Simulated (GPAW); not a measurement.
Runs of GPAW 26.7.0 on NiO. Symmetry: Fm-3m, No. 225, cubic system. The conventional cell has a = 4.172 Å, b = 4.172 Å, c = 4.172 Å, α = 90.00°, β = 90.00°, γ = 90.00°. Ni (site symmetry m-3m) is surrounded by 6 O at 2.09 Å. Around O (site symmetry m-3m) lie 6 Ni at 2.09 Å. 

```tsv
task	level	potentials or basis	U	cell	k mesh	cutoff (eV)	smearing	band path	band points	data set	response ecut	kernel	mesh quality	gap on the mesh (eV)	pressure (GPa)	moment (μB)
band structure	PBE+U	GPAW PAW data sets (gpaw-data 1.2.1), pw	Ni d U = 1 eV	as given	8 × 8 × 8	800	fermi-dirac 0.05 eV	GXWKGLUWLK,UX	60	-	-	-	not flagged	-	2.0	0.00
single point	PBE	GPAW PAW data sets (gpaw-data 1.2.1), newer versions, pw	-	as given	9 × 9 × 9	650	fermi-dirac 0.01 eV	-	-	Ni v3	-	-	not flagged	none	3.7	1.73
RPA correlation energy	LDA+U	the program's PAW data sets (release 1.2.1) made for this functional, pw	Ni d U = 4.5 eV	as given	5 × 5 × 5	550	fermi-dirac 0.001 eV	-	-	-	250 eV	RPA	coarse	-	-	2.00
single point	RPBE	the program's PAW data sets (release 1.2.1) made for this functional, pw	-	as given	11 × 11 × 11	800	gaussian 0.02 eV	-	-	-	-	-	not flagged	none	(a)	1.83
band structure	BLYP	PAW data sets generated in the run's folder for this functional, pw	-	as given	8 × 8 × 8	800	fermi-dirac 0.05 eV	GXWKGLUWLK,UX	80	-	-	-	not flagged	-	17.4	1.77
band structure	MS2	GPAW PAW data sets (gpaw-data 1.2.1), pw	-	as given	8 × 8 × 8	800	fermi-dirac 0.05 eV	GXWKGLUWLK,UX	60	-	-	-	not flagged	0.72	7.8	2.00
band structure	optPBE-vdW	GPAW PAW data sets (gpaw-data 1.2.1), pw	-	as given	8 × 8 × 8	800	fermi-dirac 0.05 eV	GXWKGLUWLK,UX	60	-	-	-	not flagged	-	-	1.73
G0W0 quasiparticle levels	LDA+U	the program's PAW data sets (release 1.2.1) made for this functional, pw	Ni d U = 6.2 eV	as given	5 × 5 × 5	550	fermi-dirac 0.001 eV	-	-	-	150 eV	-	coarse	-	-	2.00
band structure	PW91	PAW data sets generated in the run's folder for this functional, pw	-	as given	8 × 8 × 8	800	fermi-dirac 0.05 eV	GXWKGLUWLK,UX	60	-	-	-	not flagged	-	(b)	1.79
single point	LDA	the program's PAW data sets (release 1.2.1) made for this functional, pw	-	as given	9 × 9 × 9	650	fermi-dirac 0.01 eV	-	-	-	-	-	not flagged	none	(c)	0.73
band structure	r2SCAN+U	GPAW PAW data sets (gpaw-data 1.2.1), pw	Ni d U = 6 eV	as given	8 × 8 × 8	800	fermi-dirac 0.05 eV	GXWKGLUWLK,UX	100	-	-	-	not flagged	3.00	11.0	2.00
relaxation of cell and atoms	PBEsol+D3(BJ)+ATM	PAW data sets generated in the run's folder for this functional, pw	-	relaxed	9 × 9 × 9	800	fermi-dirac 0.05 eV	-	-	-	-	-	not flagged	none	0.0	1.07
```

Alike in all rows: spin collinear, ferromagnetic start.

Problem. Estimate the missing entries.

Solution. (a) 17.7; (b) 9.5; (c) -17.9.

Caveats: some runs use coarse meshes; a cell with one magnetic atom can't hold antiferromagnetic order, which such compounds often take (some runs); the stock nickel data set gives pressures a few GPa off other programs (some runs); semilocal functionals often make such compounds metallic where correlation or magnetic order opens a gap, which also shifts bond lengths (some runs); so large a pressure means that the cell lies far from this level's equilibrium, or that cutoff or potentials fall short (some runs); the PAW data sets were made with another functional, which shifts forces and pressure a little (some runs); the cutoff is short for stress and forces, so pressures can be off by a GPa or more (some runs); the long-wavelength limit can be off by several per cent where d states take part (some runs).

A k mesh can miss the band edges.

A gap of «none» marks a metal or a gap under the smearing width.

Not every run made on this cell is shown here.
